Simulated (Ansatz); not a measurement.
NaCl (rocksalt) (r2SCAN geometry), in Ansatz:

```cif
data_structure
_symmetry_space_group_name_H-M 'Fm-3m'
_symmetry_Int_Tables_number 225
_cell_length_a 5.6054
_cell_length_b 5.6054
_cell_length_c 5.6054
_cell_angle_alpha 90.000
_cell_angle_beta 90.000
_cell_angle_gamma 90.000
_cell_volume 176.12
loop_
_atom_site_label
_atom_site_type_symbol
_atom_site_symmetry_multiplicity
_atom_site_Wyckoff_symbol
_atom_site_fract_x
_atom_site_fract_y
_atom_site_fract_z
_atom_site_occupancy
Na1 Na 4 a 0.00000 0.00000 0.00000 1
Cl1 Cl 4 b 0.50000 0.00000 0.00000 1
```

G0W0@PBE with 165 empty bands, a screening cutoff of 140 eV and a 4×4×4 mesh (PAW, contour deformation) gives 7.941 eV over the mesh points, from a PBE gap of 5.178 eV; it sums over 173 bands with 169 plane waves in the screening and a wave cutoff of 420 eV. No extrapolation in bands, cutoff or mesh was made for G0W0. The values are computed, spin-unpolarised, and not measurements.

Q: Estimate the gap with starting point r2SCAN.

A: 8.394 eV (+0.453 eV), from a Kohn-Sham gap of 5.974 eV.

Q: Estimate the gap with potentials of the kind norm-conserving.

A: 7.934 eV (-0.007 eV), from a Kohn-Sham gap of 5.180 eV.

Q: Estimate the gap with mesh 6×6×6, empty bands 71, screening cutoff 80 eV.

A: 7.757 eV (-0.184 eV), from a Kohn-Sham gap of 5.180 eV.

Q: Estimate the gap with empty bands 71, screening cutoff 80 eV.

A: 7.770 eV (-0.171 eV), from a Kohn-Sham gap of 5.178 eV.
